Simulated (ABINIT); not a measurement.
A run of ABINIT 10.8.3 (patched build):

The input run.abi:

```
# Datasets: one volume each
ndtset 7
getwfk -1
scalecart1 3*0.9795861087
scalecart2 3*0.9864848297
scalecart3 3*0.9932883884
scalecart4 3*1.0000000000
scalecart5 3*1.0066227096
scalecart6 3*1.0131594038
scalecart7 3*1.0196128224

# Pseudopotentials
pp_dirpath "./"
pseudos "Rh.GGA_PBE-JTH.xml"

# Structure
acell 3*1.0 Angstrom
rprim
     0.0000000000     1.8978500000     1.8978500000
     1.8978500000     0.0000000000     1.8978500000
     1.8978500000     1.8978500000     0.0000000000
ntypat 1
znucl 45
natom 1
typat 1
xred
     0.0000000000     0.0000000000     0.0000000000

# Plane-wave basis
ecut 707.496042 eV
pawecutdg 48.0

# k points
kptopt 1
ngkpt 12 12 12
nshiftk 1
shiftk 0.0 0.0 0.0

# Exchange and correlation
ixc -116133

# Bands and occupations
nband 13
occopt 3
tsmear 0.05 eV

# SCF cycle
nstep 100
tolvrs 1.0e-9

# Output
iomode 3
prtwf 1
prtden 0
prteig 0
prtebands 0
enunit 2
```

Potentials or basis: JTH PAW PBE v2.0.

The run is started by

```bash
$ abinit run.abi > log 2>&1
```

Hardware: 1 thread of Arm Neoverse V1 (shared host).

How long does it take, and how much memory?

It took 120 s on 1 thread of Arm Neoverse V1, on a shared host, peak memory 0.14 GiB. Counts: scf iterations 76, mpi ranks 1, k points 72, bands 13, plane waves 560.
